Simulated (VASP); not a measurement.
The system is Ge.

```
Ge
1.0
     0.00000    2.88574    5.11566
     2.63050    0.00000    5.11566
     2.63050    2.88574    0.00000
Ge
4
Direct
  0.72649 0.27351 0.72649
  0.27351 0.72649 0.27351
  0.21813 0.21813 0.78187
  0.78187 0.78187 0.21813
```

This isn't the form of Ge at room conditions, which is diamond.

Program: VASP 6.6.1. Alike in all runs: no spin polarisation; cell as given. Hardware: 1 thread of Intel(R) Xeon(R) 6975P-C (Granite Rapids), with other jobs on the host.

**Question.** Order these runs on this cell by their wall time, lowest first.
A. task band structure; level PBEsol; potentials or basis VASP PAW PBE potentials, release 64 (Ge_d); k mesh 5 × 5 × 5; cutoff (eV) 520; smearing fermi-dirac 0.05 eV; further INCAR settings ALGO = Fast; EDIFF = 1e-06; mesh quality not flagged
B. task single point; level PBE; potentials or basis VASP PAW PBE potentials, release 64 (Ge_d_GW); k mesh 3 × 3 × 3; cutoff (eV) 450; smearing gaussian 0.02 eV; further INCAR settings ALGO = Fast; EDIFF = 1e-06; NBANDS = 36; mesh quality coarse
C. task single point; level HSE(alpha, omega); potentials or basis VASP PAW PBE potentials, release 64 (Ge_d); k mesh 4 × 4 × 4; cutoff (eV) 520; smearing fermi-dirac 0.05 eV; further INCAR settings ALGO = Normal; EDIFF = 1e-06; share of exact exchange 0.05; grid for exact exchange (PRECFOCK) Fast; mesh quality coarse

**Answer.** B (15 s), A (270 s), C (2500 s).

Caveats: some runs use coarse meshes.
